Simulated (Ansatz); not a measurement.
# NaF (Fm-3m), a vibration from a frozen displacement

Theory: DFT PBEsol, scalar-relativistic, plane waves, PAW (Ansatz 0.2.0). Cutoff 420 eV, Γ-centred 8×8×8 k-points, Gaussian smearing of 0.05 eV. No spin polarisation. Energies are free energies at this smearing, counted from the undisturbed cell; pressure is positive in compression.

The starting cell (as given, not relaxed at this level; it stands at -0.5 GPa):

```
CELL_PARAMETERS angstrom
0.00000 2.32330 2.32330
2.32330 0.00000 2.32330
2.32330 2.32330 0.00000
ATOMIC_POSITIONS crystal
Na 0.00000 0.00000 0.00000
F 0.50000 0.50000 0.50000
```

Every Na atom is moved by x along the Cartesian unit vector (0.577, 0.577, 0.577); the cell and all other atoms stay fixed. The cell's volume is 25.08 Å³; the moved atoms weigh 22.990 u together and the others 18.998 u. Some rows repeat others by symmetry and weren't run.

| x (Å) | ΔE (meV/cell) | total force on the moved atoms along the move (eV/Å) | pressure (GPa) |
| --- | --- | --- | --- |
| -0.2000 | 41.37 | 0.4127 | 0.5908 |
| -0.1750 | 31.69 | 0.3615 | 0.3285 |
| -0.1500 | 23.30 | 0.3102 | 0.1002 |
| -0.1250 | 16.18 | 0.2588 | -0.0939 |
| -0.1000 | 10.36 | 0.2072 | -0.2532 |
| -0.0750 | 5.83 | 0.1554 | -0.3774 |
| -0.0500 | 2.59 | 0.1036 | -0.4664 |
| -0.0250 | 0.65 | 0.0518 | -0.5198 |
| 0.0000 | 0.00 | 0.0000 | -0.5376 |
| 0.0250 | 0.65 | -0.0518 | -0.5198 |
| 0.0500 | 2.59 | -0.1036 | -0.4664 |
| 0.0750 | 5.83 | -0.1554 | -0.3774 |
| 0.1000 | 10.36 | -0.2072 | -0.2532 |
| 0.1250 | 16.18 | -0.2588 | -0.0939 |
| 0.1500 | 23.30 | -0.3102 | 0.1002 |
| 0.1750 | 31.69 | -0.3615 | 0.3285 |
| 0.2000 | 41.37 | -0.4127 | 0.5908 |

Problem. What frequency belongs to this motion?

Solution. The force constant is k = −dF/dx = 2.072 eV/Å², from the parabola through x = -0.0250, 0 and 0.0250. In every cell the moved atoms swing against the rest, so the mass is μ = m₁m₂/(m₁ + m₂) = 10.402 u, and ν̃ = 521.5 cm⁻¹ × √(|k|/μ) = 233 cm⁻¹. To first order in x, and within 1 %, the force on every atom lies along the move and, within each of the two groups, in proportion to the atom's mass, so this is itself a mode at the zone centre of this cell, taken without macroscopic field (the transverse frequency in a polar insulator).

Problem. How far does the harmonic law reach?

Solution. At x = -0.200 Å, kx²/2 = 41.43 meV against the computed 41.37 meV (-0.1 %): the well is still close to harmonic there.

Problem. The pressure changes with x². What does that say about the frequency under compression?

Solution. With E = k(V)x²/2, k ∝ V^(−2γ) and x scaling with the cell as V^(1/3), P − P0 = −∂E/∂V = (2γ − 2/3) ΔE/V. At x = 0.0500 Å, V(P − P0) = 25.08 × 0.07128 / 160.2 eV = 11.16 meV and ΔE = 2.59 meV, so γ = 1/3 + V(P − P0)/(2ΔE) = 2.49. This is the Grüneisen parameter of the motion under uniform scaling of the cell: shrinking the cell evenly by 1 % in volume raises the frequency by about 2.49 %.